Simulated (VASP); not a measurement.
Crystal: Cu.

```
Cu
1.0
     0.00000    1.80750    1.80750
     1.80750    0.00000    1.80750
     1.80750    1.80750    0.00000
Cu
1
Direct
  0.00000 0.00000 0.00000
```

```yaml
Program: VASP 6.6.1
Task: relaxation of cell and atoms
Functional: PBE
Dispersion: TS
Potentials_or_basis: VASP PAW PBE potentials, release 64 (Cu)
Cutoff: 600 eV
k_mesh: 13 × 13 × 13
Occupations: fermi-dirac, width 0.05 eV
Spin: no spin polarisation
```

At the start: pressure -8.3 GPa; volume 11.81 Å³/atom.

Q: Where does the relaxation end?

A: Over 3 steps the energy falls by 18.8 meV/atom and the volume is 11.14 Å³/atom (-5.7 %); space group Fm-3m (No. 225, to 0.05 Å).

Step by step:
| step | energy change (eV) | largest force (eV/Å) | pressure (GPa) | volume (Å³) |
| --- | --- | --- | --- | --- |
| 1 | 0.0000 | 0.0000 | -8.26 | 11.81 |
| 2 | -0.0128 | 0.0000 | 6.07 | 10.80 |
| 3 | -0.0188 | 0.0000 | 0.11 | 11.14 |

Final structure:
```yaml
crystal:
  lattice:
    - [0.00000, 1.77256, 1.77256]
    - [1.77256, 0.00000, 1.77256]
    - [1.77256, 1.77256, 0.00000]
  atoms:
    - { symbol: Cu, position: [0.00000, 0.00000, 0.00000] }
```

Caveat: atom-pairwise D2, TS and ULG terms overbind metals; pairwise dispersion overbinds metals, which lowers pressure and volume.
